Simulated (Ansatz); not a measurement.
Crystal: TiO2.

```xyz
12
Lattice="4.8127 0.0000 0.0000 0.0000 4.8719 0.0000 -0.8629 0.0000 4.9666" Properties=species:S:1:pos:R:3 pbc="T T T"
Ti    1.1513    0.2573    1.0586
Ti    3.2300    2.6932    1.4247
Ti    2.7985    4.6146    3.9080
Ti    0.7198    2.1787    3.5419
O    -0.4276    0.8622    4.2293
O     3.9459    3.2981    3.2206
O     4.3774    4.0097    0.7373
O     0.0039    1.5738    1.7460
O     1.7406    3.6911    2.3183
O     2.6406    1.2552    0.1650
O     2.2092    1.1808    2.6483
O     1.3092    3.6167    4.8016
```

The cell comes from a database or a generator and needn't be the stable form of this composition.

Base run:

* Program: Ansatz 0.2.0
* Functional: PBE
* Potentials or basis: Ansatz PAW
* Cutoff: 250 eV
* Density cutoff: 1000 eV
* k mesh: 6 × 6 × 6
* Occupations: fermi-dirac, width 0.05 eV
* Spin: no spin polarisation

Its results: band gap on the k mesh 2.23 eV, indirect (least direct gap 2.29 eV); pressure -4.4 GPa; largest force 0.580 eV/Å.

The run is repeated on the same cell with these changes: cutoff from 250 eV to 420 eV (not typed: the program's choice for these potentials); k mesh from 6 × 6 × 6 to 8 × 8 × 8. What comes out?

Band gap on the k mesh 2.30 eV, indirect (least direct gap 2.36 eV); pressure 4.1 GPa; largest force 0.122 eV/Å.

Caveats: the pressure holds a Pulay correction of +114.9 GPa for the finite cutoff (some runs); the cutoff lies under the one recommended for these potentials (some runs).

A k mesh can miss the band edges.
